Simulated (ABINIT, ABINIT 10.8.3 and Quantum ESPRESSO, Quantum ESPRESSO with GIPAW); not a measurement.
**KBr in space group Pm-3m: GIPAW and the converse approach side by side**

Wanted: shieldings of KBr in space group Pm-3m from two unrelated programs, to see how far they agree.

Calculated with ABINIT 10.8.3 and Quantum ESPRESSO with GIPAW; DFT, plane-wave PAW; levels as the steps name them.

## 1. Set-up

The structure is cubic, space group Pm-3m (No. 221). Conventional cell: a = 4.043 Å, b = 4.043 Å, c = 4.043 Å, α = 90.00°, β = 90.00°, γ = 90.00°. Nearest to Br lie 8 K at 3.50 Å. Nearest to K lie 8 Br at 3.50 Å. Farther neighbours and most contacts between anions are not listed.

## 2. GIPAW: ground state

The first road is linear response to a uniform field, which keeps the symmetry and yields every site at once.

A patched development version of Quantum ESPRESSO; PAW files made with ld1.x from the pslibrary 1.0.0 recipes.

run_scf.py reads:

```python
from ase import Atoms
from ase.calculators.espresso import Espresso, EspressoProfile

atoms = Atoms(
    ['Br', 'K'],
    cell=[
        [4.04349900, 0.00000000, 0.00000000],
        [0.00000000, 4.04349900, 0.00000000],
        [0.00000000, 0.00000000, 4.04349900],
    ],
    scaled_positions=[
        [0.50000000, 0.50000000, 0.50000000],
        [0.00000000, 0.00000000, 0.00000000],
    ],
    pbc=True,
)
atoms.calc = Espresso(
    profile=EspressoProfile(command='mpirun -np 4 pw.x -nk 4', pseudo_dir='./'),
    pseudopotentials={
        'Br': 'Br.pbe-dn-kjpaw_psl.1.0.0-gipaw.UPF',
        'K': 'K.pbe-spn-kjpaw_psl.1.0.0-gipaw.UPF',
    },
    input_data={
        'control': {'calculation': 'scf', 'prefix': 'x', 'outdir': './tmp/'},
        'system': {'ecutwfc': 65, 'ecutrho': 390, 'nbnd': 15},
        'electrons': {'conv_thr': 1.0e-10, 'mixing_beta': 0.7, 'electron_maxstep': 100},
    },
    kpts=(6, 6, 6),
    koffset=(0, 0, 0),
)
print('energy', atoms.get_potential_energy(), 'eV')
```

ASE writes espresso.pwi from it and starts pw.x; the output below is espresso.pwo.

espresso.pwi reads:

```
&CONTROL
   calculation      = 'scf'
   outdir           = './tmp/'
   prefix           = 'x'
   pseudo_dir       = './'
/
&SYSTEM
   nbnd             = 15
   ecutwfc          = 65
   ecutrho          = 390
   ntyp             = 2
   nat              = 2
   ibrav            = 0
/
&ELECTRONS
   electron_maxstep = 100
   conv_thr         = 1e-10
   mixing_beta      = 0.7
/
&IONS
/
&CELL
/
&FCP
/
&RISM
/
ATOMIC_SPECIES
Br 79.904 Br.pbe-dn-kjpaw_psl.1.0.0-gipaw.UPF
K 39.0983 K.pbe-spn-kjpaw_psl.1.0.0-gipaw.UPF

K_POINTS automatic
6 6 6  0 0 0

CELL_PARAMETERS angstrom
4.04349900000000 0.00000000000000 0.00000000000000
0.00000000000000 4.04349900000000 0.00000000000000
0.00000000000000 0.00000000000000 4.04349900000000

ATOMIC_POSITIONS angstrom
Br 2.0217495000 2.0217495000 2.0217495000  
K 0.0000000000 0.0000000000 0.0000000000
```

On the command line:

```
> python run_scf.py
```

Numbers of over 12 decimals in the logs are rounded to 6 here.

Output:

```text
Warning: card &CELL ignored
Warning: card &FCP ignored
Warning: card &RISM ignored
[...]
as large as its charge; the limit is 4.5
     Functions over the limit replaced by smooth ones with the moment of the charge, as mend_augmentation asks: 1
     This moves results (see INPUT_PW). Waves and levels in the save fit builds from 8.0dev_s219 on
     using ibrav=0 with symmetry is DISCOURAGED, use correct ibrav instead

     bravais-lattice index     =            0
     lattice parameter (alat)  =       7.6411  a.u.
     unit-cell volume          =     446.1374 (a.u.)^3
     number of atoms/cell      =            2
     number of atomic types    =            2
     number of electrons       =        26.00
     number of Kohn-Sham states=           15
     kinetic-energy cutoff     =      65.0000  Ry
     charge density cutoff     =     390.0000  Ry
     scf convergence threshold =      1.0E-10
     mixing beta               =       0.7000
     number of iterations used =            8  plain     mixing
     Exchange-correlation= SLA-PW-PBX-PBC
                           (   1   4   3   4   0   0   0)
[...]
Br               17.00    79.90400     Br( 1.00)
     K                 9.00    39.09830     K ( 1.00)

     48 Sym. Ops., with inversion, found
[...]
number of k points=    20
[...]
Dense  grid:    57777 G-vectors     FFT dimensions: (  50,  50,  50)

     Smooth grid:    31463 G-vectors     FFT dimensions: (  40,  40,  40)

     Check: negative core charge=   -0.000001

     Initial potential from superposition of free atoms

     starting charge      25.9812, renormalised to      26.0000
     Starting wfcs are   17 randomized atomic wfcs

     Self-consistent Calculation

     iteration #  1     ecut=    65.00 Ry     beta= 0.70
     Davidson diagonalization with overlap
     ethr =  1.00E-02,  avg # of iterations =  5.0

     Threshold (ethr) on eigenvalues was too large:
     Diagonalizing with lowered threshold

     Davidson diagonalization with overlap
     ethr =  1.83E-04,  avg # of iterations =  4.5

     total energy              =    -564.12504200 Ry
     estimated scf accuracy    <       0.04167139 Ry

     iteration #  2     ecut=    65.00 Ry     beta= 0.70
     Davidson diagonalization with overlap
     ethr =  1.60E-04,  avg # of iterations =  3.3

     total energy              =    -564.13585355 Ry
     estimated scf accuracy    <       0.00853253 Ry

     iteration #  3     ecut=    65.00 Ry     beta= 0.70
[...]
total energy              =    -564.13783801 Ry
     estimated scf accuracy    <       0.00019723 Ry

[...]
total energy              =    -564.13789074 Ry
[...]
iteration #  8     ecut=    65.00 Ry     beta= 0.70
     Davidson diagonalization with overlap
     ethr =  2.95E-12,  avg # of iterations =  3.9

     total energy              =    -564.13789074 Ry
     estimated scf accuracy    <          2.4E-10 Ry

     iteration #  9     ecut=    65.00 Ry     beta= 0.70
     Davidson diagonalization with overlap
     ethr =  9.34E-13,  avg # of iterations =  2.0

     The highest empty levels of an scf can be off by 1 eV or more

     End of self-consistent calculation
     [one-electron energies left out]

     highest occupied, lowest unoccupied level (ev):     2.9273    6.7911

!    total energy              =    -564.13789074 Ry
     total all-electron energy =     -6417.436520 Ry
     estimated scf accuracy    <          2.2E-12 Ry

     The total energy is the sum of the following terms:
     one-electron contribution =    -302.03982811 Ry
     hartree contribution      =     148.44034598 Ry
     xc contribution           =     -41.86548004 Ry
     ewald contribution        =    -169.50327949 Ry
     one-center paw contrib.   =    -199.16964908 Ry

     convergence has been achieved in   9 iterations
[...]
JOB DONE.
```

Wall time 10 s (4 MPI ranks of Arm Neoverse V1, shared host); peak memory 0.47 GiB.

## 3. GIPAW: response

nmr.in reads:

```
&inputgipaw
  job = 'nmr'
  prefix = 'x'
  tmp_dir = './tmp/'
  restart_mode = 'from_scratch'
  verbosity = 'low'
  q_gipaw = 0.01
  spline_ps = .true.
  conv_threshold = 1.0d-11
  use_nmr_macroscopic_shape = .false.
  pawproj(1) = .true.
  pawproj(2) = .true.
/
```

On the command line:

```
> mpirun -np 4 gipaw.x -in nmr.in > nmr.out
```

Output:

```text
[banner, memory and clock lines left out]
[a note of our patched build left out]

     Parallelizing q-star over 1 images

     IMPORTANT: XC functional enforced from input :
     Exchange-correlation= PBE
                           (   1   4   3   4   0   0   0)
     Any further DFT definition will be discarded
     Please, verify this is what you really want

     In Br.pbe-dn-kjpaw_psl.1.0.0-gipaw.UPF the largest augmentation function (projectors 1 and 2, L = 0) is 11.1 times
     as large as its charge; the limit is 4.5
     Functions over the limit replaced by smooth ones with the moment of the charge, as in the saved run: 1

     Check: negative core charge=   -0.000001
[...]
projs nearly linearly dependent: l=0  n1,n2= 1, 2  s=  0.99585241
[...]
alpha_pv=    117.1057 eV

     spline_ps is .false., expect some extrapolation errors

     q-space interpolation up to    78.00 Rydberg

     GIPAW job: nmr
     NMR macroscopic correction: no
[...]
Computing the magnetic susceptibility     isolve=0    ethr=  0.1000E-10
     Starting from scratch
     k-point #    1 of    20      pool #  1    cpu time:       0.9
[...]
ATTENTION: ik=   4  ibnd= 15  eigenvalues differ too much!
        10.5800     10.1046
     ATTENTION: ik=   4  ibnd= 15  eigenvalues differ too much!
        10.5800     10.1043
     ATTENTION: ik=   4  ibnd= 15  eigenvalues differ too much!
        10.5800     10.1043
     ATTENTION: ik=   4  ibnd= 15  eigenvalues differ too much!
        10.5800     10.1043
     ATTENTION: ik=   4  ibnd= 15  eigenvalues differ too much!
        10.5800     10.1043
     ATTENTION: ik=   4  ibnd= 15  eigenvalues differ too much!
        10.5800     10.1002
     ATTENTION: ik=   4  ibnd= 15  eigenvalues differ too much!
        10.5800     10.1002
[...]
End of magnetic susceptibility calculation

     f-sum rule (1st term):
           -19.0753          0.0000          0.0000
             0.0000        -19.0753          0.0000
             0.0000          0.0000        -19.0753

     f-sum rule (2nd term):
            -0.1309          0.0000          0.0000
             0.0000         -0.1309          0.0000
             0.0000          0.0000         -0.1309

     f-sum rule (should be   -19.2030):
           -19.2062          0.0000          0.0000
             0.0000        -19.2062          0.0000
             0.0000          0.0000        -19.2062

[... susceptibilities left out ...]
     Contributions to the NMR chemical shifts: -------------------------------

     Macroscopic shape contribution in ppm:                    0.00
             0.0000          0.0000          0.0000
             0.0000          0.0000          0.0000
             0.0000          0.0000          0.0000

     Core contribution in ppm:

     Atom  1  Br  pos: (  0.500000  0.500000  0.500000)  core sigma:        2721.38
     Atom  2  K   pos: (  0.000000  0.000000  0.000000)  core sigma:        1193.41

     Bare contribution in ppm:

     Atom  1  Br  pos: (  0.500000  0.500000  0.500000)  bare sigma:         100.84
[...]
Atom  2  K   pos: (  0.000000  0.000000  0.000000)  bare sigma:         118.50
[...]
Diamagnetic contribution in ppm:

     Atom  1  Br  pos: (  0.500000  0.500000  0.500000)  dia sigma:         341.10
[...]
Atom  2  K   pos: (  0.000000  0.000000  0.000000)  dia sigma:          -4.09
[...]
Paramagnetic contribution in ppm:

     Atom  1  Br  pos: (  0.500000  0.500000  0.500000)  para sigma:         -95.23
[...]
Atom  2  K   pos: (  0.000000  0.000000  0.000000)  para sigma:        -241.98
[...]
Paramagnetic US occ-occ contribution in ppm:

     Atom  1  Br  pos: (  0.500000  0.500000  0.500000)  para_oo sigma:          -0.13
[...]
Atom  2  K   pos: (  0.000000  0.000000  0.000000)  para_oo sigma:          -0.21
[...]
Paramagnetic US L_R Q_R contribution in ppm:

     Atom  1  Br  pos: (  0.500000  0.500000  0.500000)  para_lq sigma:        -536.35
[...]
Atom  2  K   pos: (  0.000000  0.000000  0.000000)  para_lq sigma:         113.58
[...]
Total NMR chemical shifts in ppm: ---------------------------------------
     (adopting the Simpson convention for anisotropy and asymmetry)-----------

     Atom  1  Br  pos: (  0.500000  0.500000  0.500000)  Total sigma:        2531.62
[...]
Br      1    anisotropy:     -0.00    eta:    0.0000
[...]
Atom  2  K   pos: (  0.000000  0.000000  0.000000)  Total sigma:        1179.21
[...]
K       2    anisotropy:      0.00    eta:    0.0000
[...]
```

It took 1.7 min on 4 MPI ranks; peak memory 0.35 GiB; 6.7 min of CPU time.

(Continued in part 2 of 2.)

[Banner, clock, file and dataset-listing lines were taken out of the logs.]

[Logs are printed without paths, hosts, clocks, repeated set-up lines and the standing remarks that a program may print on its own settings, such as how far it seeks lower states.]

[Hosts, paths, dates, database ids (printed as entryN), source tags and the programs' standing remarks are cut or masked in the printed files.]
